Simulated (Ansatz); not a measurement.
# Worked example: C3H5FO + C3H5F → C2H2F2O + C4H8

Gas-phase species: C3H5FO `CC1OC1F`, singlet; C3H5F (allyl fluoride) `C=CCF`, singlet; C2H2F2O `FC1OC1F`, singlet; C4H8 (1-butene) `C=CCC`, singlet. The partners trade CH3 for F; both sit on C, so the bond types are kept.

Shapes, held fixed at every level: PBE0-D4/def2-TZVP. Flexible molecules stand in one conformer, not always the lowest. Programs: Ansatz 0.2.0. Electronic energies: no zero-point or thermal term.

At CCSD(T)/CBS estimate; 1 Eh = 2625.50 kJ/mol:

```
species  energy (Eh)
 C3H5FO  -292.086020
  C3H5F  -216.924395
C2H2F2O  -352.002794
   C4H8  -157.006727
```

**Question.** Work out ΔE of the reaction at this level.

**Answer.** 
1. Products less reactants: (-352.002794) + (-157.006727) − [(-292.086020) + (-216.924395)] = 0.000894 Eh = +2.3 kJ/mol.

Other levels give -2.8 (PBE-D4/def2-TZVPP) to +6.0 kJ/mol (HF/def2-TZVPP). No measured value is set beside it here. The CBS estimate extrapolates MP2 from def2-TZVPP and def2-QZVPP and adds CCSD(T) − MP2 in the triple-zeta set, cores frozen. The levels disagree on the sign, so it isn't settled. That is about zero within the method's error.
